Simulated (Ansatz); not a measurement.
Molecular dynamics of Si

Input:

```yaml
crystal:
  lattice:
    - [0.0, 5.612507, 5.612507]
    - [5.612507, 0.0, 5.612507]
    - [5.612507, 5.612507, 0.0]
  atoms:
    - { symbol: Si, position: [-0.03061771, 0.03152011, -0.11136762] }
    - { symbol: Si, position: [0.12349298, 0.08259608, 0.13657223] }
    - { symbol: Si, position: [0.10066345, -0.07762308, 0.49987193] }
    - { symbol: Si, position: [0.22135606, 0.11079159, 0.5823275] }
    - { symbol: Si, position: [-0.04498542, 0.40958957, -0.04812518] }
    - { symbol: Si, position: [0.08506817, 0.68049927, 0.02932562] }
    - { symbol: Si, position: [-0.02224503, 0.44822385, 0.49279523] }
    - { symbol: Si, position: [0.219306, 0.47579901, 0.56308115] }
    - { symbol: Si, position: [0.57008115, -0.04398797, -0.07024595] }
    - { symbol: Si, position: [0.58621461, 0.22082957, 0.02759148] }
    - { symbol: Si, position: [0.56705142, 0.09670767, 0.37476999] }
    - { symbol: Si, position: [0.7571837, 0.07560429, 0.61217762] }
    - { symbol: Si, position: [0.6494313, 0.59240742, -0.12392196] }
    - { symbol: Si, position: [0.71807625, 0.65754293, 0.12571634] }
    - { symbol: Si, position: [0.63318443, 0.49010789, 0.50815595] }
    - { symbol: Si, position: [0.54637687, 0.74782792, 0.62381146] }
basis:
  ecutwfc: 420.0
kpoints:
  mp_grid: { grid: [2, 2, 2] }
hamiltonian:
  xc: pbe
scf:
  occupations: { method: fermi_dirac, width: 0.36 }
  lower_state_search: "off"
md:
  timestep: 1.5
  n_steps: 100
  ensemble: nvt_langevin
  temperature: 3360.0
  initial_velocities: maxwell_boltzmann
  seed: 475905
  friction: 0.02
  temperature_schedule:
    - { n_steps: 75, end_temperature: 300.0 }
    - { n_steps: 25, end_temperature: 300.0 }
```

Run as:

```bash
$ ansatz run input.yaml --threads 1 --pin off --max-ram 3072MiB --backend cpu --events-out ev --progress --plain --runs-dir out
```

It goes on from the last frame of an earlier run, with new velocities.

Output, in part (one step line in 2):

```
md step     0: t =     0.00 fs  T =  3150.0 K (target 3360.0 K)  F+E_penalty+E_count = -10162.14569346 eV  E_kin = 6.514704 eV  (9 SCF iters)
md step     2: t =     3.00 fs  T =  2987.7 K (target 3298.8 K)  F+E_penalty+E_count = -10161.98517653 eV  E_kin = 6.179067 eV  (7 SCF iters)
md step     4: t =     6.00 fs  T =  2674.4 K (target 3217.2 K)  F+E_penalty+E_count = -10161.62657936 eV  E_kin = 5.531150 eV  (7 SCF iters)
md step     6: t =     9.00 fs  T =  2597.2 K (target 3135.6 K)  F+E_penalty+E_count = -10161.25811262 eV  E_kin = 5.371386 eV  (5 SCF iters)
md step     8: t =    12.00 fs  T =  2621.6 K (target 3054.0 K)  F+E_penalty+E_count = -10161.00514533 eV  E_kin = 5.421940 eV  (6 SCF iters)
md step    10: t =    15.00 fs  T =  3006.4 K (target 2972.4 K)  F+E_penalty+E_count = -10160.97178352 eV  E_kin = 6.217628 eV  (7 SCF iters)
md step    12: t =    18.00 fs  T =  3125.6 K (target 2890.8 K)  F+E_penalty+E_count = -10161.28170677 eV  E_kin = 6.464174 eV  (5 SCF iters)
md step    14: t =    21.00 fs  T =  3726.9 K (target 2809.2 K)  F+E_penalty+E_count = -10161.61082951 eV  E_kin = 7.707750 eV  (5 SCF iters)
md step    16: t =    24.00 fs  T =  3676.4 K (target 2727.6 K)  F+E_penalty+E_count = -10161.75304402 eV  E_kin = 7.603484 eV  (6 SCF iters)
md step    18: t =    27.00 fs  T =  3851.5 K (target 2646.0 K)  F+E_penalty+E_count = -10161.74005120 eV  E_kin = 7.965560 eV  (5 SCF iters)
md step    20: t =    30.00 fs  T =  3688.9 K (target 2564.4 K)  F+E_penalty+E_count = -10161.71749444 eV  E_kin = 7.629251 eV  (7 SCF iters)
md step    22: t =    33.00 fs  T =  4464.8 K (target 2482.8 K)  F+E_penalty+E_count = -10161.78168811 eV  E_kin = 9.233996 eV  (5 SCF iters)
md step    24: t =    36.00 fs  T =  4182.3 K (target 2401.2 K)  F+E_penalty+E_count = -10161.89907315 eV  E_kin = 8.649683 eV  (5 SCF iters)
md step    26: t =    39.00 fs  T =  3810.6 K (target 2319.6 K)  F+E_penalty+E_count = -10162.08407822 eV  E_kin = 7.880896 eV  (5 SCF iters)
md step    28: t =    42.00 fs  T =  3718.3 K (target 2238.0 K)  F+E_penalty+E_count = -10162.39849581 eV  E_kin = 7.690125 eV  (6 SCF iters)
md step    30: t =    45.00 fs  T =  3618.8 K (target 2156.4 K)  F+E_penalty+E_count = -10162.71385455 eV  E_kin = 7.484352 eV  (7 SCF iters)
md step    32: t =    48.00 fs  T =  3576.3 K (target 2074.8 K)  F+E_penalty+E_count = -10162.95323105 eV  E_kin = 7.396412 eV  (5 SCF iters)
md step    34: t =    51.00 fs  T =  3436.1 K (target 1993.2 K)  F+E_penalty+E_count = -10163.09918505 eV  E_kin = 7.106501 eV  (5 SCF iters)
md step    36: t =    54.00 fs  T =  3008.1 K (target 1911.6 K)  F+E_penalty+E_count = -10163.16831847 eV  E_kin = 6.221221 eV  (5 SCF iters)
md step    38: t =    57.00 fs  T =  2905.3 K (target 1830.0 K)  F+E_penalty+E_count = -10163.18660770 eV  E_kin = 6.008697 eV  (6 SCF iters)
md step    40: t =    60.00 fs  T =  2203.2 K (target 1748.4 K)  F+E_penalty+E_count = -10163.20763238 eV  E_kin = 4.556499 eV  (7 SCF iters)
md step    42: t =    63.00 fs  T =  2275.4 K (target 1666.8 K)  F+E_penalty+E_count = -10163.10699349 eV  E_kin = 4.705971 eV  (5 SCF iters)
md step    44: t =    66.00 fs  T =  1952.4 K (target 1585.2 K)  F+E_penalty+E_count = -10162.91605371 eV  E_kin = 4.037931 eV  (5 SCF iters)
md step    46: t =    69.00 fs  T =  1726.4 K (target 1503.6 K)  F+E_penalty+E_count = -10162.67106109 eV  E_kin = 3.570376 eV  (5 SCF iters)
md step    48: t =    72.00 fs  T =  1636.7 K (target 1422.0 K)  F+E_penalty+E_count = -10162.46613566 eV  E_kin = 3.384937 eV  (6 SCF iters)
md step    50: t =    75.00 fs  T =  1534.8 K (target 1340.4 K)  F+E_penalty+E_count = -10162.44569619 eV  E_kin = 3.174240 eV  (7 SCF iters)
md step    52: t =    78.00 fs  T =  1560.2 K (target 1258.8 K)  F+E_penalty+E_count = -10162.52260698 eV  E_kin = 3.226658 eV  (5 SCF iters)
md step    54: t =    81.00 fs  T =  1516.9 K (target 1177.2 K)  F+E_penalty+E_count = -10162.66366721 eV  E_kin = 3.137184 eV  (5 SCF iters)
md step    56: t =    84.00 fs  T =  1560.4 K (target 1095.6 K)  F+E_penalty+E_count = -10162.83107704 eV  E_kin = 3.227059 eV  (5 SCF iters)
md step    58: t =    87.00 fs  T =  1562.9 K (target 1014.0 K)  F+E_penalty+E_count = -10162.98277514 eV  E_kin = 3.232407 eV  (5 SCF iters)
md step    60: t =    90.00 fs  T =  1399.1 K (target 932.4 K)  F+E_penalty+E_count = -10163.11526257 eV  E_kin = 2.893562 eV  (7 SCF iters)
md step    62: t =    93.00 fs  T =  1266.3 K (target 850.8 K)  F+E_penalty+E_count = -10163.19772608 eV  E_kin = 2.618812 eV  (5 SCF iters)
md step    64: t =    96.00 fs  T =  1207.4 K (target 769.2 K)  F+E_penalty+E_count = -10163.21246783 eV  E_kin = 2.497063 eV  (5 SCF iters)
md step    66: t =    99.00 fs  T =   971.4 K (target 687.6 K)  F+E_penalty+E_count = -10163.16120653 eV  E_kin = 2.008941 eV  (5 SCF iters)
md step    68: t =   102.00 fs  T =   874.0 K (target 606.0 K)  F+E_penalty+E_count = -10163.11627764 eV  E_kin = 1.807525 eV  (5 SCF iters)
md step    70: t =   105.00 fs  T =   922.3 K (target 524.4 K)  F+E_penalty+E_count = -10163.09926320 eV  E_kin = 1.907499 eV  (6 SCF iters)
md step    72: t =   108.00 fs  T =   856.9 K (target 442.8 K)  F+E_penalty+E_count = -10163.09975140 eV  E_kin = 1.772135 eV  (5 SCF iters)
md step    74: t =   111.00 fs  T =   863.8 K (target 361.2 K)  F+E_penalty+E_count = -10163.08419935 eV  E_kin = 1.786512 eV  (4 SCF iters)
md step    76: t =   114.00 fs  T =   810.5 K (target 300.0 K)  F+E_penalty+E_count = -10163.07517741 eV  E_kin = 1.676323 eV  (5 SCF iters)
md step    78: t =   117.00 fs  T =   723.2 K (target 300.0 K)  F+E_penalty+E_count = -10163.07733863 eV  E_kin = 1.495705 eV  (4 SCF iters)
md step    80: t =   120.00 fs  T =   633.3 K (target 300.0 K)  F+E_penalty+E_count = -10163.07185921 eV  E_kin = 1.309728 eV  (7 SCF iters)
md step    82: t =   123.00 fs  T =   541.6 K (target 300.0 K)  F+E_penalty+E_count = -10163.05781638 eV  E_kin = 1.120044 eV  (4 SCF iters)
md step    84: t =   126.00 fs  T =   572.2 K (target 300.0 K)  F+E_penalty+E_count = -10163.02985305 eV  E_kin = 1.183470 eV  (4 SCF iters)
md step    86: t =   129.00 fs  T =   515.7 K (target 300.0 K)  F+E_penalty+E_count = -10163.00608663 eV  E_kin = 1.066472 eV  (5 SCF iters)
md step    88: t =   132.00 fs  T =   456.7 K (target 300.0 K)  F+E_penalty+E_count = -10162.99152631 eV  E_kin = 0.944512 eV  (4 SCF iters)
md step    90: t =   135.00 fs  T =   508.5 K (target 300.0 K)  F+E_penalty+E_count = -10163.01107506 eV  E_kin = 1.051658 eV  (6 SCF iters)
md step    92: t =   138.00 fs  T =   564.8 K (target 300.0 K)  F+E_penalty+E_count = -10163.04852491 eV  E_kin = 1.168124 eV  (4 SCF iters)
md step    94: t =   141.00 fs  T =   535.8 K (target 300.0 K)  F+E_penalty+E_count = -10163.12016146 eV  E_kin = 1.108059 eV  (4 SCF iters)
md step    96: t =   144.00 fs  T =   507.4 K (target 300.0 K)  F+E_penalty+E_count = -10163.21677717 eV  E_kin = 1.049378 eV  (4 SCF iters)
md step    98: t =   147.00 fs  T =   474.7 K (target 300.0 K)  F+E_penalty+E_count = -10163.30971558 eV  E_kin = 0.981705 eV  (4 SCF iters)
md step   100: t =   150.00 fs  T =   516.9 K (target 300.0 K)  F+E_penalty+E_count = -10163.38609798 eV  E_kin = 1.068982 eV  (6 SCF iters)
```

All steps were run. The schedule's set-point averaged 560 K over the second half and the system 899 K, so it lags behind the ramp. A run of 0.15 ps of so small a system gives no equilibrium averages. Limits of this set-up: coarse k mesh.

Mean squared displacements from the first frame to the last, about the centre of mass: Si 0.90 Å².

Last frame:

```xyz
16
Lattice="0.0000 5.6125 5.6125 5.6125 0.0000 5.6125 5.6125 5.6125 0.0000" Properties=species:S:1:pos:R:3
Si 0.191 -0.021 0.048
Si 1.175 1.484 1.760
Si 2.028 3.588 0.112
Si 4.306 4.076 1.124
Si 2.140 -0.559 3.861
Si 3.796 1.052 4.656
Si 4.923 2.863 3.068
Si 5.382 5.272 3.320
Si -1.618 2.199 2.627
Si 1.719 2.990 5.604
Si 2.086 5.049 3.950
Si 3.718 7.311 5.064
Si 2.830 4.145 7.508
Si 5.277 4.979 8.278
Si 5.540 6.824 6.607
Si 7.828 5.780 6.708
```

Run time: 11 min on 1 thread of Intel(R) Xeon(R) Platinum 8259CL CPU @ 2.50GHz (Skylake/Cascade Lake) (shared host), peak memory 0.73 GiB.
